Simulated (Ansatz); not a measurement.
# A series in volume scale on Cu

All results are calculated (Ansatz 0.2.0). Plane-wave DFT, scalar-relativistic PAW made under PBE with cores redone for the functional, no dispersion; the given relaxed cell is scaled uniformly, energy at zero smearing counts from the unscaled cell, pressure at the given Fermi-Dirac smearing is positive in compression.

The cell before it is scaled or strained (space group Fd-3m, No. 227):
```
Cu
1.0
      0.0000     2.7091     2.7091
      2.7091     0.0000     2.7091
      2.7091     2.7091     0.0000
Cu
2
Direct
  0.12500 0.12500 0.12500
  0.87500 0.87500 0.87500
```

Settings of every row: spin polarised no; functional revPBE; wave cutoff 420 eV; smearing width 0.1 eV; k mesh 11x11x11.

Atom starting moment: 0 on all atoms.

Limits: the cell comes from a prototype or a list of computed structures and needn't be the stable phase.

```
row  volume scale  V (Å³/atom)  energy change per atom (meV)  pressure (GPa)
  1          0.88       17.497                         54.65            8.42
  2          0.92       18.292                         22.09             4.9
  3          0.96       19.087                             5            2.15
  4          1.04       20.678                          4.43           -1.68
  5          1.08       21.473                             ?               ?
  6          1.12       22.269                         33.75           -4.02
```

Question: what energy change per atom and pressure should row 5 give?

Worked fit of energy change per atom. Take u = (V_r/V)^(2/3) − 1 with V_r = 19.087 Å³ an atom, which is twice the finite (Eulerian) strain; such expansions in the strain, on which the Birch-Murnaghan equation of state is built, carry the rest volume and the bulk modulus. The shown rows have u = 0.0597, 0.02877, 0, -0.05198, -0.09769. Least squares give energy change per atom = 5.272 + 397.87 × u + 7087.1 × u² meV; a straight line predicts inner rows, each left out in turn, worse (root mean square 20 against 0.9 meV). The rows lie off it by 0.37, -0.49, -0.27, 0.69, -0.29 (root mean square 0.45 meV). The withheld row has u = -0.07552, so the fit gives 5.272 + 397.87 × (-0.07552) + 7087.1 × (-0.07552)² = 15.64 meV.

The calculation gave 16.22 meV. The fit lies 0.58 meV (3.6 % of the value, 1.2 % of the column's range) below it; its largest miss of a shown row is 0.69 meV.

Worked fit of pressure. Take u = (V_r/V)^(2/3) − 1 with V_r = 19.087 Å³ an atom, which is twice the finite (Eulerian) strain; such expansions in the strain, on which the Birch-Murnaghan equation of state is built, carry the rest volume and the bulk modulus. The shown rows have u = 0.0597, 0.02877, 0, -0.05198, -0.09769. Least squares give pressure = 2.171 + 88.64 × u + 261 × u² GPa; a straight line predicts inner rows, each left out in turn, worse (root mean square 0.74 against 0.067 GPa). The rows lie off it by 0.03, -0.04, -0.02, 0.05, -0.02 (root mean square 0.034 GPa). The withheld row has u = -0.07552, so the fit gives 2.171 + 88.64 × (-0.07552) + 261 × (-0.07552)² = -3.03 GPa.

The calculation gave -3 GPa. The fit lies 0.03 GPa (0.24 % of the column's range) below it; its largest miss of a shown row is 0.05 GPa.
